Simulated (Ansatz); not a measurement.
## O: settings compared (Ansatz)

Run with:

```bash
ansatz run input.yaml --threads 1 --pin off --max-ram 2560MiB --backend cpu --events-out ev --progress --plain --runs-dir out
```

The input file (Ansatz 0.2.0, plane waves):

```yaml
crystal:
  lattice:
    - [-1.226976, 1.226976, 1.226976]
    - [1.226976, -1.226976, 1.226976]
    - [1.226976, 1.226976, -1.226976]
  atoms:
    - { symbol: O, position: [0.0, 0.0, 0.0] }
  symmetry: { tolerance: 0.0003 }
kpoints:
  mp_grid: { grid: [10, 10, 10], shift: [0, 0, 0] }
magnetization:
  spin_polarized: false
scf:
  occupations: { method: methfessel_paxton, width: 0.1112 }
hamiltonian:
  pseudopotentials: { kind: paw }
  xc: pbe
basis:
  ecutwfc: 420
output:
  forces: true
  stress: true
  eigenvalues: true
relax:
  max_steps: 40
  cell: {}
```

Origin of the cell: a known structure type with other elements, at an estimated volume, so it need not be a known compound.

Output of this run (shortened):

```
Pseudopotentials: kind: paw
Pseudopotential: O, paw, valence charge 6, recommended cutoff 420 eV (normal), O.paw.azcp
Functional definition: PBE
  exchange = pbe_x(kappa = kappa, mu = beta*pi^2/3)
  correlation = pbe_c(beta = beta)
Crystal: 1 atoms, lattice volume = 7.389 Å³
Basis set: ecut = 420 eV, 141 PW (Γ), exchange–correlation on 30×30×30 points (8 copies of the dense FFT grid, shifted against one another)
Bands: 7, of which v1, the nominal top of the filled ones, is band 3 counted from 1 (2 counted from 0)
Symmetry: 48 space group operations
Space group: Im-3m (ITA 229), of the structure as read, at distance tolerance 5.8e-4 Å
k-points: 47 of 1000
Initial density: superposition of atomic densities (neutral atoms: chi_scale 0, normalization atom), corrected by the library's trained network
Functional: x = pbe(κ = 0.804, μ = 0.219515), c = pbe(β = 0.066725)
SCF iter   1: F=—  HF=-562.378919 eV  Δρ=2.18e-3  dr2=1.56e-4
SCF iter   2: F=—  HF=-562.378933 eV  S|Δr|=    0.00e0  Δρ=1.44e-3  dr2=5.99e-5
SCF iter   3: F=—  HF=-562.378942 eV  S|Δr|=    0.00e0  Δρ=7.84e-4  dr2=1.44e-5
SCF iter   4: F=—  HF=-562.378969 eV  S|Δr|=    0.00e0  Δρ=2.89e-4  dr2=3.33e-6
SCF iter   5: F=—  HF=-562.378968 eV  S|Δr|=    0.00e0  Δρ=1.30e-4  dr2=6.90e-7
SCF iter   6: F=-562.378968 eV  HF=-562.378968 eV  S|Δr|=    0.00e0  Δρ=4.29e-5  dr2=7.70e-8
relax step   1: F+E_penalty+E_count = -562.378968 eV  Δ(F+E_penalty+E_count) = +0.000e0 eV  max|allowed force component| = 0.000e0 eV/Å  Δτ_max = 0.0000 Å  P = +10.657 GPa  Ω = 7.389 Å³  (6 S […]
relax step   2: F+E_penalty+E_count = -562.388038 eV  Δ(F+E_penalty+E_count) = -9.070e-3 eV  max|allowed force component| = 0.000e0 eV/Å  Δτ_max = 0.0000 Å  P = +3.095 GPa  Ω = 7.672 Å³  ener […]
relax step   3: F+E_penalty+E_count = -562.388044 eV  Δ(F+E_penalty+E_count) = -6.206e-6 eV  max|allowed force component| = 0.000e0 eV/Å  Δτ_max = 0.0000 Å  P = +0.156 GPa  Ω = 7.794 Å³  ener […]
relax step   4: F+E_penalty+E_count = -562.387982 eV  Δ(F+E_penalty+E_count) = +6.193e-5 eV  max|allowed force component| = 0.000e0 eV/Å  Δτ_max = 0.0000 Å  P = +0.002 GPa  Ω = 7.800 Å³  ener […]
relax step   5: F+E_penalty+E_count = -562.393644 eV  Δ(F+E_penalty+E_count) = -5.662e-3 eV  max|allowed force component| = 0.000e0 eV/Å  Δτ_max = 0.0000 Å  P = +1.290 GPa  Ω = 7.800 Å³  stress off target by 1.29e0 GPa […]
relax step   6: F+E_penalty+E_count = -562.393299 eV  Δ(F+E_penalty+E_count) = +3.446e-4 eV  max|allowed force component| = 0.000e0 eV/Å  Δτ_max = 0.0000 Å  P = +0.158 GPa  Ω = 7.856 Å³  ener […]
relax step   7: F+E_penalty+E_count = -562.393220 eV  Δ(F+E_penalty+E_count) = +7.989e-5 eV  max|allowed force component| = 0.000e0 eV/Å  Δτ_max = 0.0000 Å  P = +0.006 GPa  Ω = 7.863 Å³  ener […]
relax step   8: F+E_penalty+E_count = -562.394091 eV  Δ(F+E_penalty+E_count) = -8.712e-4 eV  max|allowed force component| = 0.000e0 eV/Å  Δτ_max = 0.0000 Å  P = +0.078 GPa  Ω = 7.863 Å³  stress off target by 7.77e-2 GPa […]
relax step   9: F+E_penalty+E_count = -562.394052 eV  Δ(F+E_penalty+E_count) = +3.921e-5 eV  max|allowed force component| = 0.000e0 eV/Å  Δτ_max = 0.0000 Å  P = +0.001 GPa  Ω = 7.867 Å³  ener […]
relax step  10: F+E_penalty+E_count = -562.394052 eV  Δ(F+E_penalty+E_count) = -4.993e-10 eV  max|allowed force component| = 0.000e0 eV/Å  Δτ_max = 0.0000 Å  P = +0.002 GPa  Ω = 7.867 Å³  stress off target by 1.87e-3 GPa […]
SCF 10 converged in 4 iterations: F = -562.394052 eV  dr2 = 6.04e-15
basis re-selected at this cell: Δ(F+E_penalty+E_count) = -4.993e-10 eV, ΔP = +0.001 GPa vs the last step (what re-selecting the basis moved, of the pressure what is left beyond the Pulay corr […]
SCF converged after 4 iterations
Stability not checked: this state was not tested for a lower state beside it, because cold or Methfessel-Paxton smearing, or corrected tetrahedra, fill the levels in a way that the test cannot read (fill_not_monotonic; […]
Free energy (F): -562.394052 eV
Harris-Foulkes:  -562.394052 eV  (|F-HF|=1.14e-13)
Internal energy: -562.392047 eV  (E = F + TS)
E sigma→0 (E₀):  -562.393550 eV
Entropy (-TS):   -0.002005 eV (-2.005 meV/atom)
Fermi energy:    5.007182 eV
--- Per-component energies (eV) ---
  E_band       = -14.858861
  E_kinetic    = 166.533857
  E_local      = -242.245468  (includes V_loc(G=0)·N_el)
  E_nonlocal   = 48.597205
  E_hartree    = 67.798628
  E_xc         = -71.262807
  E_vxc        = -90.799838  (∫ρ·V_xc dr)
  E_paw        = -155.387490  (= ΣΔE_a)
  E_vpaw       = -32.543899  (= ΣTr[D̂ρ^β])
  E_aug_tail   = 0.002026  (compensation charges beyond the density's cutoff)
  E_ewald      = -376.427998
  E_smearing   = -0.002005  (= −TS)
  Σ components = -562.394052   (vs F -562.394052, Δ=0.00e0)
--- Forces (eV/Å), atoms counted from 1 ---
  atom   1  O      0.000000    -0.000000     0.000000
  max |Σ_I F_I| component: 0.0 eV/Å
--- Stress (GPa, compression-positive) ---
        0.001865       0.000000       0.000000
       -0.000000       0.001865      -0.000000
       -0.000000      -0.000000       0.001865
  P = ⅓ Tr σ = 0.0019 GPa (0.019 kbar)
--- Relaxed structure (7 steps of the walk, 7 accepted, 3 SCFs on fresh bases) ---
  F+E_penalty+E_count = -562.394052 eV   max|allowed force component| = 0.000e0 eV/Å   (the final SCF, on the basis selected at the relaxed cell)
  cell:  # Å, volume = 7.8673 Å³
    - [-1.252917, 1.252917, 1.252917]
    - [1.252917, -1.252917, 1.252917]
    - [1.252917, 1.252917, -1.252917]
  atoms:
    - { symbol: O, position: [0.0, 0.0, 0.0] }
```

The same input was run again with these changes:

1. `scf.algorithm` default → direct_min; `relax.f_tol` default → 0.1; `relax.max_displacement` default → 0.3
2. `basis.ecutwfc` 420 → "500 eV"; `kpoints.mp_grid.shift` [0, 0, 0] → [0.5, 0.5, 0.5]; `hamiltonian.pseudopotentials` { kind: paw } → { kind: paw, source: jth }
3. `scf.mixing.algorithm` default → anderson; `scf.mixing.beta` default → 0.7; `scf.mixing.ndim` default → 16
4. `scf.occupations.method` methfessel_paxton → gaussian; `scf.occupations.width` 0.1112 → 0.05; `kpoints.mp_grid.grid` [10, 10, 10] → [15, 15, 15]

```
 run        end  SCF iterations  volume (Å³/atom)  max force component (eV/Å)  moment (μB)  ΔE(σ→0) (meV/atom)
base  converged              36              7.87                       0.000            –                   0
   1  converged              35              7.87                       0.000            –                0.00
   2  converged              36              7.72                       0.000            –                   –
   3  converged              35              7.87                       0.000            –                0.00
   4  converged              36              7.80                       0.000            –              -26.60
```

Energies are compared only where functional, datasets, charge and starting cell are the same.

Caveats of the base run: no spin, though holes on the anions or broken bonds may carry moments; the k mesh is coarse if the cell is a metal; the relaxation held the start's symmetry, so the end may be a saddle point.

Run 2: the cutoff lies below the datasets' advice.

Time of the base run: 4.5 s of wall time on 1 CPU thread(s) of a shared host, from the program's own first density.
